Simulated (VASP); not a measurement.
Crystal: Ge.

```
Ge
1.0
     5.93000    0.00000    0.00000
     0.00000    5.93000    0.00000
     0.00000    0.00000    6.98000
Ge
12
Direct
  0.37500 0.16670 0.75000
  0.33330 0.87500 0.50000
  0.62500 0.83330 0.25000
  0.66670 0.12500 0.00000
  0.87500 0.33330 0.50000
  0.83330 0.62500 0.75000
  0.12500 0.66670 0.00000
  0.16670 0.37500 0.25000
  0.57500 0.42500 0.25000
  0.92500 0.92500 0.50000
  0.42500 0.57500 0.75000
  0.07500 0.07500 0.00000
```

This isn't the form of Ge at room conditions, which is diamond.

| Property | Result |
| --- | --- |
| Program | VASP 6.6.1 |
| Task | relaxation of cell and atoms |
| Functional | PBEsol |
| Dispersion | D4 |
| Potentials or basis | VASP PAW PBE potentials, release 64 (Ge_d) |
| Cutoff | 600 eV |
| k mesh | 4 × 4 × 3 |
| Occupations | fermi-dirac, width 0.05 eV |
| Spin | no spin polarisation |

At the start: pressure -1.0 GPa; volume 20.45 Å³/atom.

Task: How do energy, volume and symmetry change on relaxing?

Result: Over 16 steps the energy falls by 19.7 meV/atom and the volume is 20.00 Å³/atom (-2.2 %); space group P4_32_12 (No. 96, to 0.05 Å).

The path:
```csv
step,energy change (eV),largest force (eV/Å),pressure (GPa),volume (Å³)
1,0.0000,0.9077,-0.98,245.45
2,-0.1507,0.2287,0.24,241.05
3,-0.1529,0.2490,0.55,240.38
4,-0.1932,0.1553,0.06,241.83
5,-0.2027,0.1186,-0.25,242.98
6,-0.2090,0.0809,-0.06,241.78
7,-0.2099,0.1264,0.22,240.71
8,-0.2130,0.1272,0.31,240.44
9,-0.2209,0.1304,0.31,239.63
10,-0.2290,0.1343,0.48,238.00
11,-0.2353,0.0259,0.08,239.75
12,-0.2352,0.0315,-0.11,239.96
13,-0.2353,0.0282,-0.06,239.83
14,-0.2353,0.0271,0.00,239.80
15,-0.2357,0.0208,-0.07,239.90
16,-0.2359,0.0193,-0.12,240.03
```

Final structure:
```cif
data_structure
_symmetry_space_group_name_H-M 'P 1'
_symmetry_Int_Tables_number 1
_cell_length_a 5.8810
_cell_length_b 5.8810
_cell_length_c 6.9401
_cell_angle_alpha 90.000
_cell_angle_beta 90.000
_cell_angle_gamma 90.000
_cell_volume 240.03
loop_
_atom_site_label
_atom_site_type_symbol
_atom_site_fract_x
_atom_site_fract_y
_atom_site_fract_z
_atom_site_occupancy
Ge1 Ge 0.36811 0.17058 0.74261 1
Ge2 Ge 0.32942 0.86811 0.49261 1
Ge3 Ge 0.63189 0.82942 0.24261 1
Ge4 Ge 0.67058 0.13189 0.99261 1
Ge5 Ge 0.86811 0.32942 0.50739 1
Ge6 Ge 0.82942 0.63189 0.75739 1
Ge7 Ge 0.13189 0.67058 0.00739 1
Ge8 Ge 0.17058 0.36811 0.25739 1
Ge9 Ge 0.58833 0.41167 0.25000 1
Ge10 Ge 0.91167 0.91167 0.50000 1
Ge11 Ge 0.41167 0.58833 0.75000 1
Ge12 Ge 0.08833 0.08833 0.00000 1
```

Caveat: the PAW data sets were made with another functional, which shifts forces and pressure a little.
